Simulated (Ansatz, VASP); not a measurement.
# BN: VASP beside Ansatz

File INCAR:

```
  PREC = Accurate
  ENCUT = 600
  EDIFF = 1E-6
  ISMEAR = -1
  SIGMA = 0.05
  LREAL = False
  LASPH = True
  NELM = 80
  ALGO = Normal
  ISIF = 3
  LWAVE = False
  LCHARG = False
  GGA = PE
  IVDW = 12
  IBRION = 2
  NSW = 40
  EDIFFG = -0.01
```

File KPOINTS:

```
regular mesh
0
Gamma
  13 13 13
```

File POSCAR:

```
BN
1.0
    0.0000000000      1.8130010000      1.8130010000
    1.8130010000      0.0000000000      1.8130010000
    1.8130010000      1.8130010000      0.0000000000
N B
1 1
Direct
    0.2500000000      0.2500000000      0.2500000000
    0.0000000000      0.0000000000      0.0000000000
```

The input input.yaml:

```yaml
crystal:
  lattice:
    - [0.0, 1.813001, 1.813001]
    - [1.813001, 0.0, 1.813001]
    - [1.813001, 1.813001, 0.0]
  atoms:
    - { symbol: "N", position: [0.25, 0.25, 0.25] }
    - { symbol: B, position: [0.0, 0.0, 0.0] }
hamiltonian:
  xc: pbe
  pseudopotentials: { kind: paw }
  dispersion: d3bj
kpoints:
  mp_grid: { grid: [13, 13, 13] }
scf:
  occupations: { method: fermi_dirac, width: 0.05 }
output:
  forces: true
  stress: true
  eigenvalues: true
  write_density: true
  write_potential: true
  elf: true
  volumetric_format: npy
relax:
  f_tol: 0.01
  max_steps: 40
  cell: { stress_tol: 0.05 }
```

The cell is a database's computed one.

Alike in both runs: task relaxation of cell and atoms; functional PBE; dispersion D3(BJ); k mesh 13 × 13 × 13; occupations fermi-dirac, width 0.05 eV; no spin polarisation.

|  | VASP | Ansatz |
| --- | --- | --- |
| version | VASP 6.6.1 | Ansatz 0.2.0 |
| potentials or method | VASP PAW PBE potentials, release 64 (N, B) | Ansatz PAW |
| plane-wave cutoff (eV) | 600 | 420 |
| valence electrons in the cell | 8 | 8 |

|  | VASP | Ansatz | Ansatz less VASP |
| --- | --- | --- | --- |
| gap on the k mesh at the Fermi level, each at its own relaxed structure (eV) | 4.54 | 4.55 | +0.012 |
| relaxed volume (Å³/atom) | 5.86 | 5.86 | 0.000 |
| relaxed cell length with the largest relative difference (Å) | 2.550 | 2.550 | 0.0000 |
| energy change over the relaxation (meV/atom) | -2 | -2 | +0.1 |

Caveats: an odd mesh through Γ misses points on the zone boundary, where band edges often lie (VASP); odd divisions of the mesh miss points on the zone boundary, where band edges often lie, so the gap on the mesh can be too wide (Ansatz); the plane-wave basis is chosen anew once the cell has moved, so the energies of steps on either side of that aren't comparable (Ansatz); the pressure holds a Pulay correction of +1.1 GPa for the finite cutoff (Ansatz). PBE gaps usually lie below the measured ones, often by a third to a half.
